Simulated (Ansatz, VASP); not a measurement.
# ZnS: VASP beside Ansatz

```
CELL_PARAMETERS angstrom
0.00000 2.47816 3.22161
2.47816 0.00000 3.22161
2.47816 2.47816 0.00000
ATOMIC_POSITIONS crystal
Zn 0.00000 0.00000 0.00000
S 0.75000 0.75000 0.75000
```

Alike in both runs: task single point; functional PBE; k mesh 10 × 10 × 10; occupations gaussian, width 0.05 eV; no spin polarisation.

|  | VASP | Ansatz |
| --- | --- | --- |
| version | VASP 6.6.1 | Ansatz 0.2.0 |
| potentials or method | VASP PAW PBE potentials, release 64 (Zn, S) | scalar-relativistic, plane waves, PAW |
| plane-wave cutoff (eV) | 520 | 420 |
| valence electrons in the cell | 18 | 18 |

```csv
,VASP,Ansatz,Ansatz less VASP
gap on the k mesh at the Fermi level (eV),1.19,1.18,-0.004
least direct gap on the mesh (eV),1.19,1.18,-0.004
pressure (GPa),0.2,0.0,-0.15
largest component of the traceless stress (GPa),11.03,11.09,+0.066
```
